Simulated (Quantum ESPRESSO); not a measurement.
A run of Quantum ESPRESSO 7.5:

File pw.in:

```
&CONTROL
  calculation = 'scf'
  prefix = 'pwscf'
  outdir = './tmp'
  pseudo_dir = './pseudo'
  tprnfor = .true.
  tstress = .true.
  disk_io = 'low'
/
&SYSTEM
  ibrav = 0
  nat = 1
  ntyp = 1
  ecutwfc = 54
  ecutrho = 324
  nbnd = 16
  occupations = 'smearing'
  smearing = 'fd'
  degauss = 0.00367493
/
&ELECTRONS
  conv_thr = 2d-10
  electron_maxstep = 120
  mixing_beta = 0.5
/
ATOMIC_SPECIES
Cu    63.5460 Cu.GGA_PBE-JTH.UPF
CELL_PARAMETERS angstrom
   0.0000000000    1.8075000000    1.8075000000
   1.8075000000    0.0000000000    1.8075000000
   1.8075000000    1.8075000000    0.0000000000
ATOMIC_POSITIONS crystal
Cu     0.0000000000    0.0000000000    0.0000000000
K_POINTS automatic
13 13 13 0 0 0
```

The input bands.in:

```
&CONTROL
  calculation = 'bands'
  prefix = 'pwscf'
  outdir = './tmp'
  pseudo_dir = './pseudo'
  disk_io = 'low'
  verbosity = 'high'
/
&SYSTEM
  ibrav = 0
  nat = 1
  ntyp = 1
  ecutwfc = 54
  ecutrho = 324
  nbnd = 16
  occupations = 'smearing'
  smearing = 'fd'
  degauss = 0.00367493
/
&ELECTRONS
  conv_thr = 1d-08
  electron_maxstep = 120
  mixing_beta = 0.5
  diago_full_acc = .true.
  startingwfc = 'random'
/
ATOMIC_SPECIES
Cu    63.5460 Cu.GGA_PBE-JTH.UPF
CELL_PARAMETERS angstrom
   0.0000000000    1.8075000000    1.8075000000
   1.8075000000    0.0000000000    1.8075000000
   1.8075000000    1.8075000000    0.0000000000
ATOMIC_POSITIONS crystal
Cu     0.0000000000    0.0000000000    0.0000000000
K_POINTS crystal
60
 0.0000000000  0.0000000000  0.0000000000 1
 0.0625000000  0.0000000000  0.0625000000 1
 0.1250000000  0.0000000000  0.1250000000 1
 0.1875000000  0.0000000000  0.1875000000 1
 0.2500000000  0.0000000000  0.2500000000 1
 0.3125000000  0.0000000000  0.3125000000 1
 0.3750000000  0.0000000000  0.3750000000 1
 0.4375000000  0.0000000000  0.4375000000 1
 0.5000000000  0.0000000000  0.5000000000 1
 0.5000000000  0.0625000000  0.5625000000 1
 0.5000000000  0.1250000000  0.6250000000 1
 0.5000000000  0.1875000000  0.6875000000 1
 0.5000000000  0.2500000000  0.7500000000 1
 0.4375000000  0.3125000000  0.7500000000 1
 0.3750000000  0.3750000000  0.7500000000 1
 0.3375000000  0.3375000000  0.6750000000 1
 0.3000000000  0.3000000000  0.6000000000 1
 0.2625000000  0.2625000000  0.5250000000 1
 0.2250000000  0.2250000000  0.4500000000 1
 0.1875000000  0.1875000000  0.3750000000 1
 0.1500000000  0.1500000000  0.3000000000 1
 0.1125000000  0.1125000000  0.2250000000 1
 0.0750000000  0.0750000000  0.1500000000 1
 0.0375000000  0.0375000000  0.0750000000 1
 0.0000000000  0.0000000000  0.0000000000 1
 0.0625000000  0.0625000000  0.0625000000 1
 0.1250000000  0.1250000000  0.1250000000 1
 0.1875000000  0.1875000000  0.1875000000 1
 0.2500000000  0.2500000000  0.2500000000 1
 0.3125000000  0.3125000000  0.3125000000 1
 0.3750000000  0.3750000000  0.3750000000 1
 0.4375000000  0.4375000000  0.4375000000 1
 0.5000000000  0.5000000000  0.5000000000 1
 0.5250000000  0.4500000000  0.5250000000 1
 0.5500000000  0.4000000000  0.5500000000 1
 0.5750000000  0.3500000000  0.5750000000 1
 0.6000000000  0.3000000000  0.6000000000 1
 0.6250000000  0.2500000000  0.6250000000 1
 0.5833333333  0.2500000000  0.6666666667 1
 0.5416666667  0.2500000000  0.7083333333 1
 0.5000000000  0.2500000000  0.7500000000 1
 0.5000000000  0.2857142857  0.7142857143 1
 0.5000000000  0.3214285714  0.6785714286 1
 0.5000000000  0.3571428571  0.6428571429 1
 0.5000000000  0.3928571429  0.6071428571 1
 0.5000000000  0.4285714286  0.5714285714 1
 0.5000000000  0.4642857143  0.5357142857 1
 0.5000000000  0.5000000000  0.5000000000 1
 0.4821428571  0.4821428571  0.5357142857 1
 0.4642857143  0.4642857143  0.5714285714 1
 0.4464285714  0.4464285714  0.6071428571 1
 0.4285714286  0.4285714286  0.6428571429 1
 0.4107142857  0.4107142857  0.6785714286 1
 0.3928571429  0.3928571429  0.7142857143 1
 0.3750000000  0.3750000000  0.7500000000 1
 0.6250000000  0.2500000000  0.6250000000 1
 0.5937500000  0.1875000000  0.5937500000 1
 0.5625000000  0.1250000000  0.5625000000 1
 0.5312500000  0.0625000000  0.5312500000 1
 0.5000000000  0.0000000000  0.5000000000 1
```

Potentials or basis: JTH 2.0 PBE.

The run is started by

```sh
$ OMP_NUM_THREADS=1 pw.x -in pw.in > pw.out
$ OMP_NUM_THREADS=1 pw.x -in bands.in > bands.out
```

Hardware: 1 thread of Arm Neoverse V2, with other jobs on the host.

Question: Estimate the wall time of this run.

Answer: Run time: 16 s on 1 thread of Arm Neoverse V2, on a shared host, peak memory 0.09 GiB. Counts: scf iterations 9, k pools 1, bands 16, k points 84, g dense 7799.
